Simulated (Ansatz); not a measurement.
## Tc in Ansatz: the effect of target pressure

The system is Tc.

```
CELL_PARAMETERS angstrom
2.73936 0.00000 0.00000
-1.36968 2.37235 0.00000
0.00000 0.00000 8.76968
ATOMIC_POSITIONS crystal
Tc 0.66667 0.33333 0.75000
Tc 0.00000 0.00000 0.50000
Tc 0.33333 0.66667 0.25000
Tc 0.00000 0.00000 0.00000
```

Alike in all runs:

- Program: Ansatz 0.2.0
- Task: relaxation of cell and atoms
- Functional: PBEsol
- Potentials or basis: Ansatz PAW earlier set
- Cutoff: 500 eV (not typed: the program's choice for these potentials)
- k mesh: 11 × 11 × 3
- Occupations: fermi-dirac, width 0.05 eV
- Spin: no spin polarisation

Each run relaxes the cell or the atoms first.

**Question.** One run gave: relaxed volume 13.28 Å³/atom. Which target pressure did it use?
A. 10 GPa
B. 20 GPa
C. 30 GPa
D. 5 GPa
E. 2 GPa

**Answer.** B.

| target pressure | relaxed volume (Å³/atom) |
| --- | --- |
| 0 GPa | 14.01 |
| 2 GPa | 13.93 |
| 5 GPa | 13.81 |
| 10 GPa | 13.62 |
| 20 GPa | 13.28 |
| 30 GPa | 12.98 |

Caveats: the plane-wave basis is chosen anew once the cell has moved, so the energies of steps on either side of that aren't comparable; the PAW data sets come from PBE, with cores solved anew for the run's functional, which leaves a small shift of forces and pressure.
